If a calculation gives the right stiffness of a crystal along its cube axes, can it be trusted for other ways of deforming the crystal? Lead sulphide, a rocksalt crystal with a narrow gap, is a good test. Its response to small strains is described by three constants. C11 is the stress along a cube axis per unit strain along that axis, with the sides held fixed. C12 is the stress that the same strain produces on the sides, and C44 is the resistance to shear that tilts one cube axis towards another.

The computed elastic constants of rocksalt PbS are zero-temperature values from Ansatz 0.2.0, using scalar-relativistic DFT with PBEsol, PAW and no dispersion correction. The plane-wave cutoff is 420 eV, the k mesh 10×10×10 and the Gaussian smearing 0.01 eV. The strain amplitude is 0.002, with the ions relaxed under strain. The rows were drawn from a pool: of 90 crystals with a measured lattice constant, 2 whose relaxed edge lies over 5 % from it were taken for other phases and got no table, so the agreement shown is better than for the whole pool.

```
row  computed constant (GPa)                        what it is  measured constant (GPa)                                           label in the paper, method, sample  temperature of the measurement (K)                         source
  1                       16  C12 on the cell's Cartesian axes                      n/a                                                                          n/a                                 n/a                            n/a
  2                       20  C44 on the cell's Cartesian axes                      n/a                                                                          n/a                                 n/a                            n/a
  3                      n/a                               n/a                       29                           C44; ultrasonic velocity measurement; bulk crystal                                   5  arXiv:cond-mat/0210013 (2002)
  4                      n/a                               n/a                       35                           C12; ultrasonic velocity measurement; bulk crystal                                   5  arXiv:cond-mat/0210013 (2002)
  5                      n/a                               n/a                       51  b0 from Birch-Murnaghan EOS fit; angle-dispersive powder XRD in DAC; powder                                 n/a  arXiv:cond-mat/0210013 (2002)
  6                     60.1               bulk modulus (Hill)                      n/a                                                                          n/a                                 n/a                            n/a
  7                      148  C11 on the cell's Cartesian axes                      n/a                                                                          n/a                                 n/a                            n/a
  8                      n/a                               n/a                      149                           C11; ultrasonic velocity measurement; bulk crystal                                   5  arXiv:cond-mat/0210013 (2002)
```

The computed constants refer to the cube axes, since the raw output has the plain three-constant form that a turned frame would spoil. Matched by label, the computed and measured C11 agree to within 1%, at 148 and 149 GPa. The other two constants do not follow. Relative to the ultrasonic values, the computed C12 is too low by 54% and C44 by 31%. The measured values were read out of the cited paper by a program, and a few in a hundred such readings may be wrong, so both misses depend on 35 and 29 GPa being what the paper reports for these constants. A reader who checked only the largest constant would call the calculation excellent and would miss both errors.

The fault also shows when the constants are combined into two simpler deformations. Equal strain along the three axes changes only the volume, and its stiffness is the bulk modulus B. Stretching one axis while shortening another by the same amount keeps the volume, and its stiffness is the shear constant C'. For a cubic crystal

B = (C11 + 2 C12)/3

C' = (C11 − C12)/2

and adding B to four thirds of C' removes C12 and leaves

C11 = B + (4/3) C'

With the computed constants this sum reads

60 + (4/3) × 66 = 60 + 88 = 148 GPa

and with the ultrasonic constants

73 + (4/3) × 57 = 73 + 76 = 149 GPa

Judged by the ultrasonic values, the calculated crystal is thus 13 GPa too soft against a change of volume, while the shear term is 12 GPa too stiff, and C11 hides both. These are not two separate failures. Both come from the low C12, which enters B with a plus sign and C' with a minus sign. The printed output after this text lists these combinations, worked out from the constants without any adjustable parameter.

The geometry of rocksalt explains why C11 can be right while the others are not. Each lead atom has six sulphur neighbours, and these bonds lie exactly along the cube axes. A strain along one axis stretches or shortens the bonds on that axis directly, so C11 contains the full stiffness of the Pb–S bond. That stiffness depends strongly on the bond length. The calculation gives a lattice parameter of 5.90 Å, twice the Pb–S distance, but the table holds no measured length to test it.

C12 and C44 lack this direct support. When the crystal is stretched along x, the bonds along y keep their length, so their stiffness adds nothing to the stress on the sides. When it is sheared, the bonds tilt, but to first order they grow neither longer nor shorter. What sets the two constants is the electrostatic force among all the ions, the short-range repulsion that balances it, between second neighbours as well as first, and the reshaping of the electron clouds. Without the stiffness of the bond they stay far below C11 here, and even a modest error in these forces takes a large share of them. The same forces enter C11 too, together with the stiffness of the bond, so its very close agreement may owe something to a chance cancellation of errors. The same geometry holds in other rocksalt crystals, where C12 and C44 likewise test forces that C11 can mask.

A comparison of C12 with C44 narrows down the kind of force at fault. If the atoms acted on each other only by forces along the lines joining them, a rocksalt crystal free of stress would have C12 equal to C44. This is the Cauchy relation. An error in such forces that leaves them in balance among themselves shifts both constants by the same amount, whereas the computed values lie below the ultrasonic ones by 19 GPa for C12 and 9 GPa for C44. If the measured pair is right and the calculation is converged, part of the error probably lies in the non-central forces, which arise when an ion changes size or shape or when a bond depends on the atoms around it.

The order of the two constants looks like a clear symptom, because C12 lies 4 GPa below C44 in the calculation and 6 GPa above it in the experiment. Before such a small difference is trusted, one possible artefact should be ruled out. The relaxed cell kept a residual stress of 0.0083 GPa, and dividing this by the strain of 0.002 gives about 4 GPa. Left in with stretching strains alone, it would make C12 too low by just the amount that separates it from C44. The raw output lists this stress separately from the constants, which suggests that it was taken off. Even if it was not, the correction would close only a small part of the gap between the computed and the measured C12.

The measurements set a limit of their own on the verdict about C12. The ultrasonic constants imply a bulk modulus of 73 GPa, whereas the compression of a powder gave 51 GPa, and the calculation lies between them. If the powder value and the ultrasonic C11 described the same state of the crystal, C12 would have to be only 2 GPa. The computed 16 GPa would then be too high instead of too low. The table does not give the temperature of the powder fit, however, and a warm sample would be expected to be softer than one at 5 K. Lead sulphide also leaves the rocksalt structure at a few GPa, so a fit to this structure rests on a short range of pressure and may fix the modulus only loosely. Until these points are checked, whether the calculated crystal is too soft or too stiff under pressure depends on which experiment is believed.

The low C44 is the firmer sign of failure, since it does not enter the bulk modulus. The measured C44 belongs to the same ultrasonic set as the disputed C12 and has no second measurement to support it, but it was taken at 5 K, where thermal softening hardly matters. Its practical effect is easy to estimate. The speed of a transverse sound wave along a cube axis varies as the square root of C44, and the square root of 20/29 is 0.83. At equal density the calculation would make this wave about 17% too slow, while the longitudinal wave along the same axis, which depends on C11, would come out right.

Why the shear resistance is too low can be argued only in part. The geometry points to the forces beyond the direct bond stretch, and these depend in part on how easily the electrons of lead and sulphur rearrange. PBEsol treats that rearrangement through the local density and its gradient, an approximation that may misjudge the soft electron clouds of both ions. No term was added for the long-range dispersion attraction between them. The calculation also leaves out spin–orbit coupling, which is strong in the 6p states of lead that take part in the bonding. Each of these could contribute to the error in C44, and the present numbers do not separate them. A calculation of C44 with spin–orbit coupling and the same functional would show how much that coupling contributes. What remained could not be charged to the functional alone until the wave cutoff and the k mesh had been tested as well, since no such test is shown here.

The analysis program printed:

```
C11 computed less measured (GPa): -1
C12 computed less measured (GPa): -19
C44 computed less measured (GPa): -9
C11 miss in percent of measured: -0.6711
C12 miss in percent of measured: -54.29
C44 miss in percent of measured: -31.03
C12 less C44, computed (GPa): -4
C12 less C44, measured (GPa): 6
bulk modulus from computed constants (GPa): 60
bulk modulus from ultrasonic constants (GPa): 73
bulk modulus from powder fit (GPa): 51
shear constant C' computed (GPa): 66
shear constant C' from ultrasonic constants (GPa): 57
part of C11 miss from bulk modulus (GPa): -13
part of C11 miss from four thirds of C' (GPa): 12
C12 needed to join ultrasonic C11 with powder bulk modulus (GPa): 2
largest shift of C11 and C12 if residual stress were left in (GPa): 4.15
C12 computed, raised by that shift (GPa): 20.15
bulk modulus computed, raised by that shift (GPa): 64.15
computed cubic lattice parameter (angstrom): 5.902
```
